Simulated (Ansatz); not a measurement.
Crystal: MoS2.

```
CELL_PARAMETERS angstrom
3.22746 0.00000 0.00000
-1.61373 2.79507 0.00000
0.00000 0.00000 6.31247
ATOMIC_POSITIONS crystal
Mo 0.00000 0.00000 0.50000
S 0.66667 0.33333 0.74468
S 0.33333 0.66667 0.25532
```

Measurements of this composition are mostly on another form, of space group No. 194.

```yaml
Program: Ansatz 0.2.0
Task: relaxation of cell and atoms
Functional: PBE
Dispersion: D4
Potentials_or_basis: Ansatz PAW
Cutoff: "420 eV (not typed: the program's choice for these potentials)"
k_mesh: 9 × 9 × 4
Occupations: fermi-dirac, width 0.05 eV
Spin: no spin polarisation
```

At the start: volume 18.98 Å³/atom.

Question: Where does the relaxation end?

Answer: It ends after 8 steps and the volume is 17.06 Å³/atom (-10.1 %); space group P-3m1 (No. 164, to 0.05 Å).

The path:
| step | energy change (eV) | largest force (eV/Å) | volume (Å³) |
| --- | --- | --- | --- |
| 1 | 0.0000 | 0.2671 | 56.94 |
| 2 | -0.0339 | 0.2541 | 50.02 |
| 3 | -0.0635 | 0.0495 | 52.58 |
| 4 | -0.0680 | 0.0675 | 51.99 |
| 5 | -0.0707 | 0.0220 | 50.99 |
| 6 | -0.0708 | 0.0015 | 51.21 |
| 7 | -0.0708 | 0.0000 | 51.17 |
| 8 | -0.0702 | 0.0002 | 51.17 |

Final structure:
```
CELL_PARAMETERS angstrom
3.17793 0.00000 0.00000
-1.58897 2.75217 0.00000
0.00000 0.00000 5.85045
ATOMIC_POSITIONS crystal
Mo 0.00000 0.00000 0.50000
S 0.66667 0.33333 0.76883
S 0.33333 0.66667 0.23117
```

Caveat: the plane-wave basis is chosen anew once the cell has moved, so the energies of steps on either side of that aren't comparable.
